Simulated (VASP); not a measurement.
# InP (Fm-3m) in VASP: density of states with PBEsol

Aim: the density of states of InP with PBEsol.

All numbers are computed with VASP 6.6.1; they aren't measurements. Logs are shortened: lines on timing, memory, paths and dates and some standing lists are left out, and cuts for length are marked.

## (1) The crystal as given

Symmetry: Fm-3m, No. 225, cubic system. The conventional cell has a = 5.459 Å, b = 5.459 Å, c = 5.459 Å, α = 90.00°, β = 90.00°, γ = 90.00°. In (site symmetry m-3m) has 6 P at 2.73 Å as nearest neighbours. P (site symmetry m-3m) has 6 In at 2.73 Å as nearest neighbours.

Measurements of this composition are mostly on another form, of space group No. 216.

## (2) Density of states, PBEsol

Input file POSCAR:

```
InP
1.0
    0.0000000000      2.7295419145      2.7295419145
    2.7295419145      0.0000000000      2.7295419145
    2.7295419145      2.7295419145      0.0000000000
In P
1 1
Direct
    0.0000000000      0.0000000000      0.0000000000
    0.5000000000      0.5000000000      0.5000000000
```

Input file INCAR.step1:

```
PREC     = Accurate       # precision mode
ENCUT    = 520            # plane-wave cutoff, eV
EDIFF    = 1E-7           # SCF threshold, eV
ISMEAR   = 0              # smearing method
SIGMA    = 0.05           # smearing width, eV
LREAL    = F              # projectors in reciprocal space
LASPH    = T              # aspherical terms in the spheres
NELM     = 60             # most SCF steps
ALGO     = Fast           # electronic algorithm
ISIF     = 2              # what is computed and relaxed
LWAVE    = F              # write WAVECAR
LCHARG   = T              # write CHGCAR
GGA      = PS             # functional
NBANDS   = 16             # bands
```

Input file KPOINTS.step1:

```
regular mesh
0
Gamma
  10 10 10
```

Input file INCAR.step2:

```
PREC     = Accurate       # precision mode
ENCUT    = 520            # plane-wave cutoff, eV
EDIFF    = 1E-7           # SCF threshold, eV
ISMEAR   = -5             # smearing method
SIGMA    = 0.05           # smearing width, eV
LREAL    = F              # projectors in reciprocal space
LASPH    = T              # aspherical terms in the spheres
NELM     = 60             # most SCF steps
ALGO     = Fast           # electronic algorithm
ISIF     = 2              # what is computed and relaxed
LWAVE    = F              # write WAVECAR
LCHARG   = F              # write CHGCAR
GGA      = PS             # functional
LORBIT   = 11             # projections on sites
NBANDS   = 16             # bands
NEDOS    = 1001           # points of the DOS
ICHARG   = 11             # starting density
```

Input file KPOINTS.step2:

```
regular mesh
0
Gamma
  15 15 15
```

Potentials or basis: VASP PAW PBE potentials, release 64 (In_d, P).

Started as:

```console
$ cat potpaw_PBE.64/In_d/POTCAR potpaw_PBE.64/P/POTCAR > POTCAR
$ cp INCAR.step1 INCAR
$ cp KPOINTS.step1 KPOINTS
$ mpirun -np 1 vasp_std > vasp.out
$ cp INCAR.step2 INCAR
$ cp KPOINTS.step2 KPOINTS
$ mpirun -np 1 vasp_std > vasp.out
```

OUTCAR:

```text
PREC = Accurate
   ENCUT = 520
   EDIFF = 1E-7
   ISMEAR = -5
   LREAL = F
   LASPH = T
   NELM = 60
   ISIF = 2
   GGA = PS
   LORBIT = 11
   ICHARG = 11

 ion  position               nearest neighbor table
   1  0.000  0.000  0.000-   2 2.73   2 2.73   2 2.73   2 2.73   2 2.73   2 2.73
   2  0.500  0.500  0.500-   1 2.73   1 2.73   1 2.73   1 2.73   1 2.73   1 2.73

  LATTYP: Found a face centered cubic cell.
 ALAT       =     5.4590838290

  Lattice vectors:

 A1 = (   0.0000000000,   2.7295419145,   2.7295419145)
 A2 = (   2.7295419145,   0.0000000000,   2.7295419145)
 A3 = (   2.7295419145,   2.7295419145,   0.0000000000)

Analysis of symmetry for initial positions (statically):
=====================================================================
 Subroutine PRICEL returns:
 Original cell was already a primitive cell.

 Routine SETGRP: Setting up the symmetry group for a
 face centered cubic supercell.

 Subroutine GETGRP returns: Found 48 space group operations
 (whereof 48 operations were pure point group operations)
 out of a pool of 48 trial point group operations.

The static configuration has the point symmetry O_h .

Analysis of symmetry for dynamics (positions and initial velocities):
=====================================================================
 Subroutine PRICEL returns:
 Original cell was already a primitive cell.

 Routine SETGRP: Setting up the symmetry group for a
 face centered cubic supercell.

 Subroutine GETGRP returns: Found 48 space group operations
 (whereof 48 operations were pure point group operations)
 out of a pool of 48 trial point group operations.

The dynamic configuration has the point symmetry O_h .

 Subroutine INISYM returns: Found 48 space group operations
 (whereof 48 operations are pure point group operations),
 and found     1 'primitive' translations

----------------------------------------------------------------------------------------

                                     Primitive cell

  volume of cell :      40.6724

  direct lattice vectors                    reciprocal lattice vectors
     0.000000000  2.729541914  2.729541914    -0.183180920  0.183180920  0.183180920
     2.729541914  0.000000000  2.729541914     0.183180920 -0.183180920  0.183180920
     2.729541914  2.729541914  0.000000000     0.183180920  0.183180920 -0.183180920

[... 85 lines left out ...]
   EDIFF  = 0.1E-06   stopping-criterion for ELM
   LREAL  =      F    real-space projection
   EDIFFG = 0.1E-05   stopping-criterion for IOM
   NSW    =      0    number of steps for IOM
   IBRION =     -1    ionic relax: 0-MD 1-quasi-New 2-CG
   NFREE  =      0    steps in history (QN), initial steepest desc. (CG)
   ISIF   =      2    stress and relaxation
   ISYM   =      2    0-nonsym 1-usesym 2-fastsym
   POTIM  = 0.5000    time-step for ionic-motion
   TEBEG  =    0.0;   TEEND  =   0.0 temperature during run
   PSTRESS=    0.0 pullay stress
   NELECT =      18.0000    total number of electrons
   NUPDOWN=      -1.0000    fix difference up-down
   EMIN   =  10.00;   EMAX   =-10.00  energy-range for DOS
   EFERMI =   0.00;   METHOD = LEGACY
   ISMEAR =    -5;   SIGMA  =   0.05  broadening in eV -4-tet -1-fermi 0-gaus
   EFERMI_NEDOS =   21; number of points for ismear=-14 and -15
   IALGO  =     68    algorithm
   IMIX   =      4    mixing-type and parameters
     AMIX     =   0.40;   BMIX     =  1.00
     AMIX_MAG =   1.60;   BMIX_MAG =  1.00
  volume/ion in A,a.u.               =      20.34       137.24
  Fermi-wavevector in a.u.,A,eV,Ry     =   1.247573  2.357571 21.176623  1.556438
  Thomas-Fermi vector in A             =   2.381699
   LORBIT       =     11    0 simple, 1 ext, 2 COOP (PROOUT), +10 PAW based schemes
   GGA     = PS    functional components
   LHFCALC =     F    Hartree Fock is set to
   AEXX    =    0.0000 exact exchange contribution
   IVDW    =     0    specifies the selected vdW correction
   LEPSILON=     F    determine dielectric tensor
   LRPA    =     F    only Hartree local field effects (RPA)
 non-spin polarized calculation
 RMM-DIIS sequential band-by-band and
 Fermi weights with tetrahedron method with Bloechl corrections
  energy-cutoff  :      520.00
  volume of cell :       40.67
 maximum number of plane-waves:      1113
 NGX is ok and might be reduce to    30

 number of electron      17.9999998 magnetization

 Free energy of the ion-electron system (eV)
  ---------------------------------------------------
  ext. energy  EPLUGINS =         0.00000000
  ---------------------------------------------------
  free energy    TOTEN  =        -8.79169766 eV

  energy without entropy =       -8.79169766  energy(sigma->0) =       -8.79169766

 E-fermi :   7.4343     XC(G=0): -10.7508

 val. band max:        7.6182642120   @ k =   0.4667   0.0000   0.0000
 cond. band min:       7.4085082672   @ k =   0.4000   0.2667   0.0000
 fundamental gap:     -0.2097559448
 Fermi energy:         7.4342997318

 k-point     1 :       0.0000    0.0000    0.0000
  band No.  band energies     occupation
      1      -6.7170      2.00000
      2      -6.7170      2.00000
      3      -6.6880      2.00000
      4      -6.6880      2.00000
      5      -6.6880      2.00000
      6      -4.9006      2.00000
[... 433 lines left out ...]
      3      -6.7026      2.00000
      4      -6.6574      2.00000
      5      -6.6531      2.00000
      6      -4.3566      2.00000
[... 8 lines left out ...]
     15      17.2176      0.00000
     16      17.5918      0.00000

 [... further k-points ...]
[... 5 lines left out ...]
  --------------------------------------------------------------------------------------
  -------------------------------------------------------------------------------------
  Total       -0.4314805     -0.4314805     -0.4314805      0.0000000      0.0000000      0.0000000
  in kB      -16.9970073    -16.9970073    -16.9970073      0.0000000      0.0000000      0.0000000
  external PRESSURE =     -16.9970073 kB  Pullay stress =       0.0000000 kB

 VOLUME and BASIS-vectors are now :
 -----------------------------------------------------------------------------
  energy-cutoff  :      520.00
  volume of cell :       40.67
      direct lattice vectors                 reciprocal lattice vectors
     0.000000000  2.729541914  2.729541914    -0.183180920  0.183180920  0.183180920
     2.729541914  0.000000000  2.729541914     0.183180920 -0.183180920  0.183180920
     2.729541914  2.729541914  0.000000000     0.183180920  0.183180920 -0.183180920

 POSITION                                       TOTAL-FORCE (eV/Angst)
 -----------------------------------------------------------------------------------
      0.00000      0.00000      0.00000         0.000000      0.000000      0.000000
      2.72954      2.72954      2.72954         0.000000      0.000000      0.000000
 -----------------------------------------------------------------------------------
    total drift:                               -0.000000      0.000000      0.000000

  FREE ENERGIE OF THE ION-ELECTRON SYSTEM (eV)
  ---------------------------------------------------
  free  energy   TOTEN  =        -8.7916976604 eV

  energy  without entropy=       -8.7916976604  energy(sigma->0) =       -8.79169766

 total charge

# of ion       s       p       d       tot
------------------------------------------
    1        0.837   0.628   9.905  11.370
    2        1.066   1.411   0.000   2.477
--------------------------------------------------
tot          1.903   2.038   9.905  13.847
```

OSZICAR.step1:

```text
N       E                     dE             d eps       ncg     rms          rms(c)
DAV:   1     0.107481794525E+03    0.10748E+03   -0.84612E+03  1512   0.133E+03
DAV:   2    -0.244036425307E+01   -0.10992E+03   -0.10530E+03  1672   0.310E+02
DAV:   3    -0.893420252048E+01   -0.64938E+01   -0.63018E+01  1992   0.707E+01
DAV:   4    -0.908655791131E+01   -0.15236E+00   -0.15227E+00  1824   0.110E+01
DAV:   5    -0.909312580453E+01   -0.65679E-02   -0.65677E-02  2320   0.207E+00    0.494E+00
RMM:   6    -0.881893160619E+01    0.27419E+00   -0.32085E-01  1837   0.618E+00    0.271E+00
RMM:   7    -0.880752675925E+01    0.11405E-01   -0.11297E-01  1897   0.192E+00    0.116E+00
RMM:   8    -0.880462405042E+01    0.29027E-02   -0.13031E-02  2007   0.158E+00    0.972E-02
RMM:   9    -0.880487395060E+01   -0.24990E-03   -0.50012E-03  2072   0.565E-01    0.828E-02
RMM:  10    -0.880495110990E+01   -0.77159E-04   -0.11270E-03  2280   0.403E-01    0.637E-02
RMM:  11    -0.880498624280E+01   -0.35133E-04   -0.30685E-04  2314   0.153E-01    0.463E-02
RMM:  12    -0.880499046739E+01   -0.42246E-05   -0.68980E-05  2381   0.807E-02    0.160E-02
RMM:  13    -0.880499132686E+01   -0.85947E-06   -0.10515E-05  2401   0.262E-02    0.522E-03
RMM:  14    -0.880499131320E+01    0.13653E-07   -0.16367E-06  2252   0.933E-03    0.410E-03
RMM:  15    -0.880499125365E+01    0.59551E-07   -0.28888E-07  1202   0.414E-03
   1 F= -.88049913E+01 E0= -.88044105E+01  d E =-.116149E-02
```

It took 2.1 min on 1 thread of Intel Xeon Platinum 8259CL at 2.50GHz (Skylake/Cascade Lake), shared host; peak memory 0.21 GiB.

Results:

```yaml
Valence_electrons_inside_the_program's_atomic_spheres: In 11.37; P 2.48
```

States per cell in windows of 1 eV (zero at the Fermi level; states under -8 eV left out):
```
from (eV)  total  P2_p  In1_p  In1_s  In1_d  P2_s  P2_d
     -8.0   0.00  0.00   0.00   0.00   0.00  0.00  0.00
     -7.0   0.33  0.04   0.01   0.11   0.01  0.01  0.00
     -6.0   0.98  0.13   0.04   0.28   0.01  0.05  0.00
     -5.0   0.60  0.10   0.04   0.11   0.01  0.05  0.00
     -4.0   0.75  0.15   0.09   0.08   0.01  0.03  0.00
     -3.0   1.09  0.27   0.15   0.05   0.02  0.02  0.00
     -2.0   1.10  0.31   0.13   0.04   0.03  0.02  0.00
     -1.0   1.16  0.38   0.10   0.05   0.04  0.02  0.00
      0.0   0.47  0.12   0.05   0.07   0.02  0.01  0.00
      1.0   0.53  0.08   0.07   0.11   0.01  0.02  0.00
      2.0   0.81  0.12   0.12   0.14   0.02  0.04  0.00
      3.0   0.66  0.05   0.15   0.04   0.01  0.04  0.00
      4.0   1.46  0.12   0.29   0.03   0.06  0.05  0.00
      5.0   1.25  0.16   0.19   0.04   0.06  0.02  0.00
      6.0   1.33  0.22   0.19   0.06   0.05  0.02  0.00
      7.0   1.22  0.22   0.15   0.04   0.05  0.01  0.00
```

Caveat: the PAW data sets were made with another functional, which shifts forces and pressure a little; tetrahedron occupations give inexact forces and stress in metals.
